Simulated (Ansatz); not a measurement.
# YN: frozen-core PAW against all-electron methods

```yaml
crystal:
  lattice:
    - [0.02439, 2.43850, 2.43850]
    - [2.43850, 0.02439, 2.43850]
    - [2.46288, 2.46288, 0.00000]
  atoms:
    - { symbol: Y, position: [0.00000, 0.00000, 0.00000] }
    - { symbol: N, position: [0.50000, 0.50000, 0.50000] }
```

Atom numbers follow the list: Y1, N2.

The cell is COD entry 9008768, as deposited and not checked against the literature; nothing was relaxed. The listed cell was then made from it by scaling, straining or moving an atom.

All numbers are computed: DFT, PBE, PAW with Ansatz's default frozen-core files, scalar-relativistic (Ansatz 0.2.0); DFT, PBE, all-electron PAW with datasets made for the crystal, scalar-relativistic (Ansatz 0.2.0); DFT, PBE, all-electron LAPW, scalar-relativistic (Ansatz 0.2.0).

For PAW: a Γ-centred 9×9×9 k mesh, Fermi–Dirac smearing of 0.03 eV, cutoff 420 eV, no spin polarisation. The crystal-made all-electron datasets (AE datasets) take a cutoff of 280 eV at this cell. LAPW targets a basis error of 0.5 meV/atom. The Ansatz runs share mesh, smearing and spin set-up. Plane-wave (PAW) pressures include the program's estimate of the Pulay term.

Stress and pressure are positive in compression.

The change that made this cell: xy engineering shear strain of +2 %.

```
       quantity    PAW  AE datasets   LAPW
 pressure (GPa)   2.96         2.99   2.99
stress xx (GPa)   2.98         3.01   3.01
stress zz (GPa)   2.92         2.95   2.95
stress xy (GPa)  -2.51        -2.51  -2.51
```

PAW's pressure differs from the LAPW value by -0.03 GPa.
